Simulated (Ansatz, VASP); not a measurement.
**HfO2 in VASP and in Ansatz**

INCAR

```
SYSTEM = HfO2
PREC = Accurate ; ENCUT = 520
EDIFF = 1E-6 ; ISMEAR = 0
SIGMA = 0.05 ; LREAL = .False.
LASPH = .True. ; NELM = 100
ALGO = Normal ; ISIF = 2
LWAVE = .False. ; LCHARG = .False.
GGA = PE ; NBANDS = 18
```

File KPOINTS:

```
regular mesh
0
Gamma
  8 8 8
  0 0 0
```

Contents of POSCAR:

```
HfO2
1.0
    0.0000000000      2.5870378470      2.5870378470
    2.5488057606      0.0382320864      2.5488057606
    2.5488057606      2.5488057606      0.0382320864
Hf O
1 2
Direct
    0.0000000000      0.0000000000      0.0000000000
    0.2500000000      0.2500000000      0.2500000000
    0.7500000000      0.7500000000      0.7500000000
```

Input for Ansatz:

```yaml
crystal:
  lattice:
    - [0.0, 2.587037847, 2.587037847]
    - [2.5488057606, 0.0382320864, 2.5488057606]
    - [2.5488057606, 2.5488057606, 0.0382320864]
  atoms:
    - { symbol: Hf, position: [0.0, 0.0, 0.0] }
    - { symbol: O, position: [0.25, 0.25, 0.25] }
    - { symbol: O, position: [0.75, 0.75, 0.75] }
basis:
  ecutwfc: 420
kpoints:
  mp_grid: { grid: [8, 8, 8] }
hamiltonian:
  xc: pbe
scf:
  occupations: { method: gaussian, width: 0.05 }
output:
  forces: true
  stress: true
  eigenvalues: true
```

Change from the starting cell: strain +0.0300 x Voigt [0, 0, 0, 1, 0, 0], atoms carried along.

Alike in both runs: task single point; functional PBE; k mesh 8 × 8 × 8; occupations gaussian, width 0.05 eV; no spin polarisation.

|  | VASP | Ansatz |
| --- | --- | --- |
| version | VASP 6.6.1 | Ansatz 0.2.0 |
| potentials or method | VASP PAW PBE potentials, release 64 (Hf_pv, O) | scalar-relativistic, plane waves, PAW |
| plane-wave cutoff (eV) | 520 | 420 |
| valence electrons in the cell | 22 | 38 |

Ansatz gave:

```
gap on the k mesh at the Fermi level (eV)       : 3.75
least direct gap on the mesh (eV)               : 3.75
pressure (GPa)                                  : 0.3
largest component of the traceless stress (GPa) : 2.65
rms of the force components (eV/Å)              : 0.095
```

**Question.** Estimate VASP's values.

**Answer.** gap on the k mesh at the Fermi level (eV): 3.76; least direct gap on the mesh (eV): 3.76; pressure (GPa): -3.4; largest component of the traceless stress (GPa): 2.52; rms of the force components (eV/Å): 0.086.

Atom by atom the forces differ by 0.009 eV/Å (rms over components). With one functional, cell and mesh, what is left measures potentials, basis and numerics. The two sets of potentials don't hold the same shells in valence.

Caveats: spin-orbit coupling is left out, which moves the levels of the heavy elements. A k mesh can miss the band edges.
